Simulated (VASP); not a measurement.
# Ti₃Al: molecular dynamics with a thermostat

Ti₃Al, Fm-3m (no. 225), 16 atoms in the cell. PBE, molecular dynamics; PAW potentials Ti, Al (PBE set).

Ensemble: Nose-Hoover chain; Target temperature (K): 1600.

## Input

INCAR:
```
  GGA = PE
  PREC = Normal
  ENCUT = 240
  EDIFF = 1E-6
  NELMIN = 4
  NELM = 60
  ALGO = Fast
  LREAL = Auto
  LASPH = True
  ISMEAR = -1
  SIGMA = 0.069
  ISYM = 0
  LWAVE = False
  LCHARG = False
  IBRION = 0
  NSW = 60
  POTIM = 2.0
  TEBEG = 1600
  ISIF = 2
  RANDOM_SEED = 605666 0 0
  MDALGO = 4
  NHC_NCHAINS = 3
  NHC_PERIOD = 30
  KPAR = 2
```

KPOINTS:
```
k-points
0
Monkhorst-Pack
  2 2 2
```

POSCAR:
```
Ti3Al
1.0
    6.4635620000      0.0000000000      0.0000000000
    0.0000000000      6.4635620000      0.0000000000
    0.0000000000      0.0000000000      6.4635620000
Ti Al
12 4
Direct
    0.0000000000      0.0000000000      0.0000000000
    0.2500000000      0.7500000000      0.7500000000
    0.2500000000      0.2500000000      0.7500000000
    0.0000000000      0.5000000000      0.5000000000
    0.2500000000      0.2500000000      0.2500000000
    0.2500000000      0.7500000000      0.2500000000
    0.5000000000      0.0000000000      0.5000000000
    0.7500000000      0.7500000000      0.2500000000
    0.7500000000      0.2500000000      0.2500000000
    0.5000000000      0.5000000000      0.0000000000
    0.7500000000      0.2500000000      0.7500000000
    0.7500000000      0.7500000000      0.7500000000
    0.5000000000      0.0000000000      0.0000000000
    0.5000000000      0.5000000000      0.5000000000
    0.0000000000      0.0000000000      0.5000000000
    0.0000000000      0.5000000000      0.0000000000
```

Commands:
```
cat potpaw_PBE.64/Ti/POTCAR potpaw_PBE.64/Al/POTCAR > POTCAR
mpirun -np 2 vasp_std > vasp.out
```

## Result

- Mean temperature (K): 1069
- Rise of the mean potential energy above the start (meV/atom): 102.8
- Electronic steps per ionic step after the first: 5.6

Course of the run:

| Time (fs) | Temperature (K) | Potential energy less the first (meV/atom) |
|---|---|---|
| 2 | 1600 | 0.0 |
| 12 | 1419 | 22.0 |
| 20 | 1103 | 61.2 |
| 30 | 768 | 104.4 |
| 38 | 692 | 117.0 |
| 48 | 763 | 115.6 |
| 56 | 864 | 112.3 |
| 66 | 1040 | 105.6 |
| 74 | 1184 | 101.2 |
| 84 | 1252 | 107.5 |
| 92 | 1202 | 122.6 |
| 102 | 1101 | 143.5 |
| 110 | 1064 | 154.0 |
| 120 | 1120 | 155.2 |

REPORT:
```
MDALGO =   4
           NHC_NCHAINS =   3
            NHC_PERIOD =    30
            NHC_NRESPA =    1
                NHC_NS =  1
               SCALING =       0
                 CNEXP =     9.000   14.000
           RANDOM_SEED =            605666                0                0

   original number of atomic DOF:         45
   number of independent constraints:      0
   number of active DOF:                  45

========================================
         MD step No.       1
========================================

  Atomic velocities initialized by STEP_tb

  >Nose-Hoover_chains
                       xs       vs(fs^-1)
   nhc_s>   0.50758779E-10   0.10150698E-09
   nhc_s>  -0.13889371E-03  -0.27779707E-03
   nhc_s>  -0.13888889E-03  -0.27773919E-03

  >Energies
                    E_tot             E_pot             E_kin               EPS                ES
   e_b>   -0.10752789E+03   -0.11063015E+03    0.31022600E+01    0.38296832E-04   -0.38299842E-04

  >Temperature
               T_sim     T_inst
   tmprt>   1600.000   1600.001

           RANDOM_SEED =            605666               96                0

[... steps left out ...]

========================================
         MD step No.      60
========================================

  >Nose-Hoover_chains
                       xs       vs(fs^-1)
   nhc_s>  -0.39654060E+00  -0.31476047E-02
   nhc_s>   0.17742371E+01   0.19037479E-01
   nhc_s>   0.42031983E+00   0.40560814E-01

  >Energies
                    E_tot             E_pot             E_kin               EPS                ES
   e_b>   -0.10752471E+03   -0.10814685E+03    0.21710071E+01    0.60889620E+00   -0.21577617E+01

  >Temperature
               T_sim     T_inst
   tmprt>   1600.000   1119.704

           RANDOM_SEED =            605666               96                0
```

OSZICAR:
```
N       E                     dE             d eps       ncg     rms          rms(c)
DAV:   1     0.142967148462E+03    0.14297E+03   -0.12036E+04   312   0.711E+02
DAV:   2    -0.947898014523E+02   -0.23776E+03   -0.23042E+03   312   0.212E+02
DAV:   3    -0.125632540794E+03   -0.30843E+02   -0.29130E+02   472   0.657E+01
DAV:   4    -0.127159525604E+03   -0.15270E+01   -0.14589E+01   432   0.156E+01
DAV:   5    -0.127201260649E+03   -0.41735E-01   -0.41405E-01   440   0.205E+00    0.384E+01
RMM:   6    -0.110141539656E+03    0.17060E+02   -0.59075E+01   312   0.435E+01    0.753E+00
RMM:   7    -0.111384407379E+03   -0.12429E+01   -0.28961E+01   332   0.187E+01    0.688E+00
RMM:   8    -0.110847367574E+03    0.53704E+00   -0.50028E+00   312   0.145E+01    0.278E+00
RMM:   9    -0.110763621054E+03    0.83747E-01   -0.14614E+00   375   0.388E+00    0.276E+00
RMM:  10    -0.110737970770E+03    0.25650E-01   -0.40451E-01   358   0.245E+00    0.245E+00
RMM:  11    -0.110672148097E+03    0.65823E-01   -0.47484E-01   367   0.289E+00    0.194E+00
RMM:  12    -0.110646794284E+03    0.25354E-01   -0.19955E-01   331   0.226E+00    0.108E+00
[... left out ...]
[... last step whole ...]
       N       E                     dE             d eps       ncg     rms          rms(c)
DAV:   1    -0.108146866355E+03   -0.10959E-01   -0.25602E-02   610   0.973E-01    0.196E-02
RMM:   2    -0.108146880590E+03   -0.14235E-04   -0.61033E-04   318   0.125E-01    0.484E-02
RMM:   3    -0.108146845698E+03    0.34892E-04   -0.15419E-04   330   0.665E-02    0.928E-03
RMM:   4    -0.108146850076E+03   -0.43780E-05   -0.57615E-05   400   0.205E-02    0.841E-03
RMM:   5    -0.108146850487E+03   -0.41051E-06   -0.10759E-05   336   0.105E-02    0.560E-03
RMM:   6    -0.108146850680E+03   -0.19283E-06   -0.35294E-06   230   0.669E-03
     60 T=  1120. E= -.10751095E+03 F= -.10814685E+03 E0= -.10797176E+03  EK= 0.21848E+01 SP= -.22E+01 SK= 0.61E+00
```

Limits: 120 fs of 16 atoms are too short for converged averages.

VASP 6.6.1 took 438 s on 2 cores (Intel Xeon Platinum 8175M @ 2.50GHz (Skylake/Cascade Lake)), a shared host.
